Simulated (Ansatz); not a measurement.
**BN: a strain scan**

This session takes BN and sets out to strain the cell along the Voigt pattern (0, 1, 0, 0, 0, 0).

Method: DFT PBEsol, scalar-relativistic, plane waves, PAW, in Ansatz 0.2.0.

## (1) The system as given

It takes space group R3m (No. 160, trigonal). Conventional cell: a = 2.502 Å, b = 2.502 Å, c = 10.119 Å, α = 90.00°, β = 90.00°, γ = 120.00°. B (site symmetry 3m) is surrounded by 3 N at 1.44 Å. N (site symmetry 3m) has 3 B at 1.44 Å as nearest neighbours.

As a file:

```xyz
2
Lattice="1.2511 0.7223 3.3729 -1.2511 0.7223 3.3729 0.0000 -1.4447 3.3729" Properties=species:S:1:pos:R:3 pbc="T T T"
B     0.0000    0.0000   10.1155
N     0.0000    0.0000    3.3672
```

It goes back to an entry of the Materials Project, which need not be the stable form.

The cell is taken as given, not relaxed at this level.

## (2) Zero of energy

The reference gives a free energy of -533.7787 eV, pressure 0.72 GPa, largest force 0.003 eV/Å and gap on the mesh 4.19 eV. It was computed beforehand with the settings of the runs below.

## (3) Setting up a strain scan

The cell is strained by ε times the Voigt pattern (0, 1, 0, 0, 0, 0) (xx, yy, zz, yz, xz, xy; engineering shear), with fractional coordinates fixed (clamped ions). The stress on the pattern is the sum of the stress components weighted by it, tension positive.

## (4) ε = -0.1500

The input, input.yaml:

```yaml
crystal:
  lattice:
    - [1.2511217832, 0.6139851736, 3.3729344033]
    - [-1.2511217832, 0.6139851736, 3.3729344033]
    - [0.0, -1.2279703472, 3.3729344033]
  atoms:
    - { symbol: B, position: [0.9996712, 0.9996712, 0.9996712] }
    - { symbol: "N", position: [0.3327618, 0.3327618, 0.3327618] }
basis:
  ecutwfc: 420
kpoints:
  mp_grid: { grid: [12, 12, 12] }
hamiltonian:
  xc: pbesol
scf:
  occupations: { method: gaussian, width: 0.05 }
output:
  forces: true
  stress: true
  eigenvalues: true
```

## (5) At ε = 0.1125

Changes to input.yaml since step 4:

```diff
@@ -2,5 +2,5 @@
   lattice:
-    - [1.2511217832, 0.6139851736, 3.3729344033]
-    - [-1.2511217832, 0.6139851736, 3.3729344033]
-    - [0.0, -1.2279703472, 3.3729344033]
+    - [1.2511217832, 0.8035982419, 3.3729344033]
+    - [-1.2511217832, 0.8035982419, 3.3729344033]
+    - [0.0, -1.6071964838, 3.3729344033]
   atoms:
```

## (6) Point ε = -0.0750

Changes to input.yaml since step 5:

```diff
@@ -2,5 +2,5 @@
   lattice:
-    - [1.2511217832, 0.8035982419, 3.3729344033]
-    - [-1.2511217832, 0.8035982419, 3.3729344033]
-    - [0.0, -1.6071964838, 3.3729344033]
+    - [1.2511217832, 0.6681603359, 3.3729344033]
+    - [-1.2511217832, 0.6681603359, 3.3729344033]
+    - [0.0, -1.3363206719, 3.3729344033]
   atoms:
```

## (7) ε = 0.0375

Changes to input.yaml since step 6:

```diff
@@ -2,5 +2,5 @@
   lattice:
-    - [1.2511217832, 0.6681603359, 3.3729344033]
-    - [-1.2511217832, 0.6681603359, 3.3729344033]
-    - [0.0, -1.3363206719, 3.3729344033]
+    - [1.2511217832, 0.7494230795, 3.3729344033]
+    - [-1.2511217832, 0.7494230795, 3.3729344033]
+    - [0.0, -1.498846159, 3.3729344033]
   atoms:
```

## (8) ε = 0.1500

Changes to input.yaml since step 7:

```diff
@@ -2,5 +2,5 @@
   lattice:
-    - [1.2511217832, 0.7494230795, 3.3729344033]
-    - [-1.2511217832, 0.7494230795, 3.3729344033]
-    - [0.0, -1.498846159, 3.3729344033]
+    - [1.2511217832, 0.8306858231, 3.3729344033]
+    - [-1.2511217832, 0.8306858231, 3.3729344033]
+    - [0.0, -1.6613716462, 3.3729344033]
   atoms:
```

## (9) At ε = -0.1125

Changes to input.yaml since step 8:

```diff
@@ -2,5 +2,5 @@
   lattice:
-    - [1.2511217832, 0.8306858231, 3.3729344033]
-    - [-1.2511217832, 0.8306858231, 3.3729344033]
-    - [0.0, -1.6613716462, 3.3729344033]
+    - [1.2511217832, 0.6410727547, 3.3729344033]
+    - [-1.2511217832, 0.6410727547, 3.3729344033]
+    - [0.0, -1.2821455095, 3.3729344033]
   atoms:
```

## (10) ε = 0.0750

Changes to input.yaml since step 9:

```diff
@@ -2,5 +2,5 @@
   lattice:
-    - [1.2511217832, 0.6410727547, 3.3729344033]
-    - [-1.2511217832, 0.6410727547, 3.3729344033]
-    - [0.0, -1.2821455095, 3.3729344033]
+    - [1.2511217832, 0.7765106607, 3.3729344033]
+    - [-1.2511217832, 0.7765106607, 3.3729344033]
+    - [0.0, -1.5530213214, 3.3729344033]
   atoms:
```

## (11) Point ε = -0.0375

Changes to input.yaml since step 10:

```diff
@@ -2,5 +2,5 @@
   lattice:
-    - [1.2511217832, 0.7765106607, 3.3729344033]
-    - [-1.2511217832, 0.7765106607, 3.3729344033]
-    - [0.0, -1.5530213214, 3.3729344033]
+    - [1.2511217832, 0.6952479171, 3.3729344033]
+    - [-1.2511217832, 0.6952479171, 3.3729344033]
+    - [0.0, -1.3904958343, 3.3729344033]
   atoms:
```

## (12) Point ε = 0.1312

Changes to input.yaml since step 11:

```diff
@@ -2,5 +2,5 @@
   lattice:
-    - [1.2511217832, 0.6952479171, 3.3729344033]
-    - [-1.2511217832, 0.6952479171, 3.3729344033]
-    - [0.0, -1.3904958343, 3.3729344033]
+    - [1.2511217832, 0.8171059157, 3.3729344033]
+    - [-1.2511217832, 0.8171059157, 3.3729344033]
+    - [0.0, -1.6342118314, 3.3729344033]
   atoms:
```

(Steps that only read results are left out.)

**Question.** What will these runs give? Wanted: slope of the stress at ε = 0, over ±0.0375.

**Answer**, as computed:

```
                                  quantity    value
slope of the stress at ε = 0, over ±0.0375  914 GPa
```

The slope of the stress at zero strain, 914 GPa, estimates C22 with clamped ions in this Cartesian frame; letting the atoms relax could not make it stiffer. The step is wide, so higher orders mix in. No sampled point lies below the undisturbed cell. Compression costs more than tension: 836.3 against 422.3 meV/atom at the ends. The gap on the mesh stays between 3.28 and 4.20 eV.
